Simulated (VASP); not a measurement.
Write the native input for VASP 6.6.1 that does the following.

```
Task                   : single point
Functional             : PBE
Dispersion             : D3(BJ)
Potentials or basis    : VASP PAW PBE potentials, release 64 (Cu)
Cutoff                 : 520 eV
k mesh                 : 6 × 6 × 1
Occupations            : gaussian, width 0.1 eV
Spin                   : no spin polarisation
Dipole correction      : yes
Further INCAR settings : ALGO = Fast; EDIFF = 1e-07; NBANDS = 78
```

The structure of Cu lies in POSCAR:

```
Cu
1.0
    5.0393684011      0.0000000000      0.0000000000
   -2.5196842005      4.3642210544      0.0000000000
    0.0000000000      0.0000000000     22.8721943999
Cu
12
Direct
    0.3333333333      0.1666666667      0.1748848375
    0.3333333333      0.6666666667      0.1748848375
    0.8333333333      0.1666666667      0.1748848375
    0.8333333333      0.6666666667      0.1748848375
    0.1666666667      0.3333333333      0.2649977796
    0.1666666667      0.8333333333      0.2649977796
    0.6666666667      0.3333333333      0.2649977796
    0.6666666667      0.8333333333      0.2649977796
    0.0000000000      0.0000000000      0.3551121619
    0.0000000000      0.5000000000      0.3551121619
    0.5000000000      0.0000000000      0.3551121619
    0.5000000000      0.5000000000      0.3551121619
```

The slab is cut from a database's or a generator's crystal, which needn't be the stable form of the element.

The cell isn't the ideal one: the clean substrate in the cell of the map.

These files were run (other wordings do the same):

INCAR

```
PREC     = Accurate       # precision mode
ENCUT    = 520            # plane-wave cutoff, eV
EDIFF    = 1E-7           # SCF threshold, eV
ISMEAR   = 0              # smearing method
SIGMA    = 0.1            # smearing width, eV
LREAL    = F              # projectors in reciprocal space
LASPH    = T              # aspherical terms in the spheres
NELM     = 80             # most SCF steps
ALGO     = Fast           # electronic algorithm
ISIF     = 2              # what is computed and relaxed
LWAVE    = F              # write WAVECAR
LCHARG   = F              # write CHGCAR
LDIPOL   = T            
IDIPOL   = 3            
DIPOL    = 0.5 0.5 0.265
GGA      = PE             # functional
IVDW     = 12             # dispersion correction
NBANDS   = 78             # bands
```

KPOINTS

```
regular mesh
0
Gamma
  6 6 1
```

Potentials or basis: VASP PAW PBE potentials, release 64 (Cu).

Command:

```bash
$ cat potpaw_PBE.64/Cu/POTCAR > POTCAR
$ mpirun -np 1 vasp_std > vasp.out
```

Results of the run:

| Item | Value |
| --- | --- |
| Largest force | 0.049 eV/Å |
| Band gap on the k mesh | none (metal or under the smearing width) |
| Dispersion energy per atom | -0.395 eV |

Run time: 9.5 min on 1 thread of Intel(R) Xeon(R) 6975P-C (Granite Rapids) (shared host), peak memory 0.69 GiB.
